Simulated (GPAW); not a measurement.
# Core-hole calculation of the C K edge in a C monolayer, part 2 of 2

Aim: the polarisation-dependent near-edge structure of a C monolayer.

GPAW 26.7.0; X-ray absorption from dipole matrix elements to empty bands, plane-wave PAW PBE.

So far. Step 3 (Ground state of the crystal): The mesh shows no gap, so the system is treated as a metal and the core electron is put at the Fermi level (neutral cell).

**5. Spectrum with XCH, C atom 1**

The holes are 7.4 Å apart. In GPAW the data set carries the hole's charge, so charge=0 means a charged cell and charge=-1 a neutral one. The excited electron is kept in the cell, where it fills the lowest empty states and screens the hole. After the field has converged, empty bands are computed with the density fixed and the dipole matrix elements are summed.

The absorber has 3 C at 1.42 Å (trigonal planar).

xas.py reads:

```python
import numpy as np
from ase import Atoms
from ase.parallel import parprint, paropen
from gpaw import GPAW, PW, FermiDirac, Mixer, MixerDif, setup_paths
from gpaw.test import gen
setup_paths.insert(0, '.')
gen('C', name='fch1s', xcname='PBE', corehole=(1, 0, 1), write_xml=True)
from gpaw.mpi import world
world.barrier()

atoms = Atoms('C18',
    cell=[[7.38, 0, 0],
     [-3.69, 6.39126748, 0],
     [0, 0, 10.4]],
    scaled_positions=[[0, 0, 0.5],
     [0, 0.3333333, 0.5],
     [0.3333333, 0, 0.5],
     [0, 0.6666667, 0.5],
     [0.3333333, 0.3333333, 0.5],
     [0.6666667, 0, 0.5],
     [0.3333333, 0.6666667, 0.5],
     [0.6666667, 0.3333333, 0.5],
     [0.6666667, 0.6666667, 0.5],
     [0.2222222, 0.1111111, 0.5],
     [0.2222222, 0.4444444, 0.5],
     [0.5555556, 0.1111111, 0.5],
     [0.2222222, 0.7777778, 0.5],
     [0.5555556, 0.4444444, 0.5],
     [0.8888889, 0.1111111, 0.5],
     [0.5555556, 0.7777778, 0.5],
     [0.8888889, 0.4444444, 0.5],
     [0.8888889, 0.7777778, 0.5]],
    pbc=True)
atoms.calc = calc = GPAW(legacy_gpaw=True, mode=PW(400, force_complex_dtype=True), xc='PBE', setups={0: 'fch1s'},
    kpts={'size': (4, 4, 1), 'gamma': True}, occupations=FermiDirac(0.1),
    charge=-1, mixer=Mixer(0.05, 8, 50), maxiter=150,
    convergence={'density': 0.0001, 'eigenstates': 1e-6}, txt='scf.txt')
energy = atoms.get_potential_energy() + calc.get_reference_energy()
ef = calc.get_fermi_level()
out = dict(energy=energy, fermi=ef, forces=atoms.get_forces().tolist())
parprint(f'all-electron energy {energy:.4f} eV, Fermi level {ef:.4f} eV')
ev = np.array([[calc.get_eigenvalues(k, s) for k in range(len(calc.get_ibz_k_points()))] for s in range(calc.get_number_of_spins())])
out['homo'], out['lumo'], out['counts'] = ev[ev < ef].max(), ev[ev > ef].min(), sorted(set((ev < ef).sum((0, 2)).tolist()))
out['filled'] = (ev[:, 0] < ef).sum(1).tolist()

from ase.units import Ha
from gpaw.xas import dipole_matrix_elements
nb = int(calc.get_number_of_electrons() / 2) + 139
top, nb = nb, nb + 8 + nb // 12
nscf = calc.fixed_density(kpts={'size': (5, 5, 1), 'gamma': True}, nbands=nb,
    convergence={'bands': top, 'eigenstates': 5e-3}, maxiter=60, txt='nscf.txt')
cell = atoms.cell.array
ops = [cell.T @ U.T @ np.linalg.inv(cell.T) for U in nscf.wfs.kd.symmetry.op_scc]
E = np.arange(-6, 28, 0.1)
fwhm = np.interp(E, [4, 25], [0.9, 3.5])
Y, X, zero, highest = 0, 0, 1e9, 1e9
for spin in range(nscf.get_number_of_spins()):
    wfs = nscf.wfs
    mine = wfs.bd.get_slice()  # this rank's bands
    A = dipole_matrix_elements(wfs.setups[0])
    eps = np.zeros((wfs.kd.nibzkpts, nb))
    d = np.zeros((3, A.shape[1], wfs.kd.nibzkpts, nb), complex)
    for kpt in wfs.kpt_u:
        if kpt.s == spin and 0 in kpt.P_ani:
            eps[kpt.k, mine] = kpt.eps_n * Ha
            d[:, :, kpt.k, mine] = (kpt.weight * wfs.nspins / 2) ** 0.5 * np.inner(A, kpt.P_ani[0])
    world.sum(eps)
    world.sum(d)
    T = np.einsum('amkn,bmkn->abkn', d, d.conj()).real
    T = sum(np.einsum('ai,ijkn,bj->abkn', R, T, R) for R in ops) / len(ops)
    empty = eps > ef
    zero, highest = min(zero, eps[empty].min()), min(highest, eps[:, top - 1].min())
    lines = [(eps, T, empty)] if spin == 0 else lines + [(eps, T, empty)]
for eps, T, empty in lines:
    f = np.einsum('aakn->akn', T).reshape(3, -1)
    x = eps.ravel() - zero
    w = np.interp(x, E, fwhm) / 2.35482
    g = np.exp(-0.5 * ((E[:, None] - x) / w) ** 2) / (w * (2 * np.pi) ** 0.5)
    Y = Y + (f * empty.ravel()) @ g.T
    X = X + (f * ~empty.ravel()) @ g.T
out.update(E=E.round(2).tolist(), xas=Y.tolist(), xes=X.tolist(), zero=zero, valid=highest - zero, nk=len(eps), nb=nb)
for i in range(0, len(E), 10):
    parprint(f'{E[i]:7.2f}', *(f'{v:10.3e}' for v in Y[:, i]))
import json
with paropen('out.json', 'w') as f:
    json.dump(out, f)
```

Run with:

```sh
$ OMP_NUM_THREADS=1 mpirun -n 4 gpaw python xas.py
```

Numbers of over 12 decimals in the logs are rounded to 6 here.

The log of the run:

```text
Input parameters:
  charge: -1
  convergence: {density: 0.0001,
                eigenstates: 1e-06}
  kpts: {gamma: True,
         size: (4, 4, 1)}
  maxiter: 150
  mixer: {backend: pulay,
          beta: 0.05,
          method: separate,
          nmaxold: 8,
          weight: 50}
  mode: {ecut: 400.0,
         force_complex_dtype: True,
         name: pw}
  occupations: {fixmagmom: False,
                name: fermi-dirac,
                width: 0.1}
  setups: {0: fch1s}
  xc: PBE

Initialize ...

[... PAW data sets ...]

Reference energy: -18192.934197  # eV

Spin-paired calculation

[... convergence settings ...]
Symmetries present (total): 4
  [... symmetry matrices ...]

16 k-points: 4 x 4 x 1 Monkhorst-Pack grid + [1/8,1/8,0.000000]
7 k-points in the irreducible part of the Brillouin zone
       k-points in crystal coordinates                weights
   0:     0.00000000    0.00000000    0.00000000          1/16
   1:     0.25000000   -0.25000000    0.00000000          2/16
   2:     0.25000000    0.00000000    0.00000000          4/16
   3:     0.25000000    0.25000000    0.00000000          2/16
   4:     0.50000000    0.00000000    0.00000000          2/16
   5:     0.50000000    0.25000000    0.00000000          4/16
   6:     0.50000000    0.50000000    0.00000000          1/16

Wave functions: Plane wave expansion
  Cutoff energy: 400.000 eV
  Number of coefficients (min, max): 8805, 8908
  Pulay-stress correction: 0.000000 eV/Ang^3 (de/decut=0.000000)
  Using FFTW library
  Wavefunction extrapolation:
    Improved wavefunction reuse through dual PAW basis

Occupation numbers: Fermi-Dirac:
  width: 0.1000  # eV

Eigensolver
   Davidson(niter=2)

Densities:
  Coarse grid: 35*35*48 grid
  Fine grid: 70*70*96 grid
  Total Charge: 0.000000

Density mixing:
  Method: separate
  Backend: pulay
  Linear mixing parameter: 0.05
  old densities: 8
  Width of damping distribution: 1.1
  Damping of long wavelength oscillations: 50

[... Hamiltonian set-up ...]
Number of atoms: 18
Number of atomic orbitals: 72
Number of bands in calculation: 48
Number of valence electrons: 73
Bands to converge: occupied

... initialized

Initializing position-dependent things.

Density initialized from atomic densities
Creating initial wave functions:
  48 bands from LCAO basis set

          C   C C   C C   C
               C     C     C
            C     C     C
             C   C C   C C   C

Atomic positions and initial magnetic moments

Positions:
   0 C      0.000000    0.000000    5.200000    ( 0.0000,  0.0000,  0.0000)
   1 C     -1.230000    2.130422    5.200000    ( 0.0000,  0.0000,  0.0000)
   2 C      2.460000    0.000000    5.200000    ( 0.0000,  0.0000,  0.0000)
   3 C     -2.460000    4.260845    5.200000    ( 0.0000,  0.0000,  0.0000)
   4 C      1.230000    2.130422    5.200000    ( 0.0000,  0.0000,  0.0000)
   5 C      4.920000    0.000000    5.200000    ( 0.0000,  0.0000,  0.0000)
   6 C     -0.000000    4.260845    5.200000    ( 0.0000,  0.0000,  0.0000)
[...]
15 C      1.230000    4.970986    5.200000    ( 0.0000,  0.0000,  0.0000)
  16 C      4.920000    2.840563    5.200000    ( 0.0000,  0.0000,  0.0000)
  17 C      3.690000    4.970986    5.200000    ( 0.0000,  0.0000,  0.0000)

Unit cell:
           periodic     x           y           z      points  spacing
  1. axis:    yes    7.380000    0.000000    0.000000    35     0.1826
  2. axis:    yes   -3.690000    6.391267    0.000000    35     0.1826
  3. axis:    yes    0.000000    0.000000   10.400000    48     0.2167

  Lengths:   7.380000   7.380000  10.400000
  Angles:   90.000000  90.000000 120.000000

Effective grid spacing dv^(1/3) = 0.2028

iter:   1  -190.633421
iter:   2  -188.138343   -0.75  -0.78
iter:   3  -180.205042   -0.95  -0.80
iter:   4  -179.339361   -2.10  -1.00
iter:   5  -178.169871   -1.09  -1.07
iter:   6  -177.985790   -2.23  -1.57
iter:   7  -177.939982   -1.94  -1.66
iter:   8  -177.995488   -2.56  -1.87
iter:   9  -177.931454   -2.64  -1.72
iter:  10  -177.832939   -2.47  -1.87
iter:  11  -177.832927   -4.09  -2.93
iter:  12  -177.832831c  -4.65  -3.01
iter:  13  -177.832835c  -5.10  -3.25
iter:  14  -177.832800c  -5.79  -3.43
iter:  15  -177.832792c  -6.11c -3.52
iter:  16  -177.832828c  -6.49c -3.85
iter:  17  -177.832786c  -6.66c -3.89
iter:  18  -177.832775c  -7.06c -4.04c

Converged after 18 iterations.

Dipole moment: (8.040939, -4.642439, 0.000000) |e|*Ang

Energy contributions relative to reference atoms: (reference = -18192.934197)

Kinetic:       +155.361944
Potential:     -162.860650
External:        +0.000000
XC:            -170.350276
Entropy (-ST):   -0.101301
Local:           +0.066857
SIC:             +0.000000
--------------------------
Free energy:   -177.883425
Extrapolated:  -177.832775

Showing only first 2 kpts
 Kpt  Band  Eigenvalues  Occupancy
  0    34     -1.66307    2.00000
  0    35     -0.91132    1.99987
  0    36     -0.91131    1.99987
  0    37     -0.83294    1.99971

  1    34     -2.59449    2.00000
  1    35     -2.23114    2.00000
  1    36     -0.04548    1.44862
[...]
Fermi level: 0.05111

No gap
No difference between direct/indirect transitions

Forces in eV/Ang:
  0 C    -0.00006    0.00004    0.00000
  1 C     0.33568   -0.38220    0.00000
  2 C    -0.49788   -0.09904    0.00000
  3 C    -0.16317    0.48070    0.00000
  4 C    -0.33470   -0.38193    0.00000
  5 C     0.49883   -0.09961    0.00000
  6 C     0.00068   -0.00039    0.00000
[...]
15 C    -0.12463   -0.07200    0.00000
 16 C    -0.33673   -0.19368    0.00000
 17 C    -0.00070   -0.09811    0.00000
Scalar-relativistic atomic PBE calculation for C (Carbon, Z=6)
Core hole in 1s state (1s occupation: 1.0)
300 radial gridpoints.
|------------------------------------------------|
|------------------------------------------------|
[... the atom generator's iteration count ...]

Energy contributions:
-------------------------
Kinetic:      +26.485384
XC:            -3.485579
Potential:    -49.578981
-------------------------
Total:        -26.579177

state      eigenvalue         ekin         rmax
-----------------------------------------------
1s^1.0 :   -12.360196    17.354082        0.168
2s^2.0 :    -1.099219     2.380344        1.061
2p^2.0 :    -0.784094     2.185307        0.924
-----------------------------------------------
(units: Bohr and Hartree)

Generating PAW setup
Kinetic energy of the core from tauc = 17.362309
Cutoffs:
rc(s)=1.200
rc(p)=1.200
rc(d)=1.200
rc(vbar)=1.080
rc(comp)=1.200
rc(nct)=1.200

Kinetic energy of the core states: 17.354082
Charge: 1.0
Core electrons: 1.0
Valence electrons: 4.0
Pseudo-core charge: 0.009353
Shape function alpha=6.944
Pseudo-electron charge 3.959458
state    eigenvalue         norm
--------------------------------
2s(2) :    -1.099219     1.082315
*s    :    -0.099219
2p(2) :    -0.784094     0.892738
*p    :     0.215906
*d    :     0.000000
--------------------------------

Diagonalizing with gridspacing h=0.050

state   all-electron     PAW
-------------------------------
2s:      -1.099219    -1.100079
2p:      -0.784094    -0.785584
*d:                   -0.070724
*f:                   -0.014625
-------------------------------
all-electron energy -18370.7670 eV, Fermi level 0.0511 eV
[...]
25.00  6.753e-05  6.862e-05  7.144e-05
  26.00  3.163e-05  3.280e-05  3.711e-05
  27.00  1.266e-05  1.343e-05  1.457e-05
```

It took 2 min on 4 MPI ranks of Arm Neoverse V1, shared host; peak memory 0.43 GiB.

The C K spectrum, C atom 1, excited-electron core hole (neutral cell) (energy from the lowest empty level; intensity scaled to a mean of 1 over the first 19 eV):

| E (eV) | isotropic | ε ∥ x | ε ∥ z |
| --- | --- | --- | --- |
| -2.0 | 0.00 | 0.00 | 0.00 |
| -1.5 | 0.00 | 0.00 | 0.00 |
| -1.0 | 0.02 | 0.00 | 0.06 |
| -0.5 | 0.34 | 0.00 | 1.03 |
| 0.0 | 1.20 | 0.00 | 3.59 |
| 0.5 | 0.97 | 0.00 | 2.90 |
| 1.0 | 0.34 | 0.00 | 1.01 |
| 1.5 | 0.31 | 0.00 | 0.93 |
| 2.0 | 0.50 | 0.00 | 1.50 |
| 2.5 | 0.38 | 0.00 | 1.15 |
| 3.0 | 0.34 | 0.01 | 1.01 |
| 3.5 | 0.30 | 0.01 | 0.87 |
| 4.0 | 0.27 | 0.02 | 0.78 |
| 4.5 | 0.39 | 0.05 | 1.07 |
| 5.0 | 0.49 | 0.24 | 1.00 |
| 5.5 | 0.89 | 0.97 | 0.73 |
| 6.0 | 1.83 | 2.28 | 0.94 |
| 6.5 | 2.46 | 3.15 | 1.08 |
| 7.0 | 2.37 | 3.14 | 0.85 |
| 7.5 | 2.00 | 2.64 | 0.71 |
| 8.0 | 1.50 | 1.92 | 0.66 |
| 8.5 | 1.17 | 1.43 | 0.66 |
| 9.0 | 1.08 | 1.24 | 0.76 |
| 9.5 | 1.04 | 1.16 | 0.79 |
| 10.0 | 1.08 | 1.28 | 0.68 |
| 10.5 | 1.24 | 1.61 | 0.52 |
| 11.0 | 1.36 | 1.84 | 0.40 |
| 11.5 | 1.30 | 1.77 | 0.36 |
| 12.0 | 1.14 | 1.52 | 0.38 |
| 12.5 | 1.00 | 1.31 | 0.38 |
| 13.0 | 0.89 | 1.16 | 0.34 |
| 13.5 | 0.83 | 1.09 | 0.29 |
| 14.0 | 0.83 | 1.11 | 0.27 |
| 14.5 | 0.92 | 1.23 | 0.30 |
| 15.0 | 1.03 | 1.37 | 0.35 |
| 15.5 | 1.11 | 1.46 | 0.40 |
| 16.0 | 1.11 | 1.43 | 0.45 |
| 16.5 | 1.04 | 1.29 | 0.52 |
| 17.0 | 0.94 | 1.13 | 0.57 |
| 17.5 | 0.87 | 1.01 | 0.59 |
| 18.0 | 0.83 | 0.97 | 0.56 |
| 18.5 | 0.82 | 0.98 | 0.51 |
| 19.0 | 0.82 | 0.99 | 0.49 |
| 19.5 | 0.83 | 1.00 | 0.50 |
| 20.0 | 0.84 | 0.99 | 0.55 |

Main maxima below 19 eV (height): 0.2 eV (1.29), 2.0 eV (0.50), 6.6 eV (2.49), 11.1 eV (1.36) and 15.7 eV (1.12). A K edge sees empty p states; at this planar three-fold site the curve for the electric vector normal to the plane peaks at 0.2 eV, where it is mainly π* that absorbs: that direction carries over 70 % of the weight there.

The total-energy difference is 290.99 eV. One term is added: -6.71 eV, since the hole is spin-paired here and a spin-polarised one costs that much less in the free atom (computed apart). The photon energy is then 284.28 eV. The functional leaves an error of a few eV in such absolute values.

**6. Summary of results**

- absorber and edge: C K, atom 1 of the ground-state input (counted from 1)
- surroundings: 3 C at 1.42 Å (trigonal planar)
- highest intensity below 16 eV: 6.6 eV above the zero, height 2.49
- photon energy of the zero, with the added terms: 284.3 eV (raw 291.0 eV; uncertain by a few eV)

What this shows: The C K edge of atom 1, with 3 C at 1.42 Å (trigonal planar), has its highest intensity of the first 16 eV at 6.6 eV above the zero, near 291 eV in photon energy (uncertain by a few eV), 2.5 times the mean level of the first 19 eV (Gaussian full width 0.9 eV up to 4 eV, rising linearly to 3.5 eV at 25 eV). At the C K edge of atom 1 polarisation matters most near 0.2 eV, where the curves differ by 3.9 on this scale. The unit cell's mesh shows no gap over 0.35 eV. That is right for a metallic compound; for a small-gap or correlated insulator it would be the fault of the functional or of the assumed magnetic order, and the hole would be screened too well. The first peak sits at the Fermi energy, where the partly filled level is cut, so its height is uncertain. Some eV above the zero the states pass the vacuum level, and features normal to the sheet may then be states of the box. Lifetime broadening is put in by hand, and intensities beyond about 20 eV depend on it and on the partial waves.

[Banner, clock and machine lines of the logs are left out without a mark of their own.]

[Logs are printed without paths, hosts, clocks, repeated set-up lines and the standing remarks that a program may print on its own settings, such as how far it seeks lower states.]

[Hosts, paths, dates, database ids (printed as entryN), source tags and the programs' standing remarks are cut or masked in the printed files.]

[Lists of maxima count a maximum above −3 eV only where it reaches 4 % of the highest in the window and stands out from its surroundings by 2 % of it (1.5 % where it reaches 55 %); shoulders and weaker maxima are passed over, and of the rest the first, up to two pre-edge ones and the few strongest are named.]
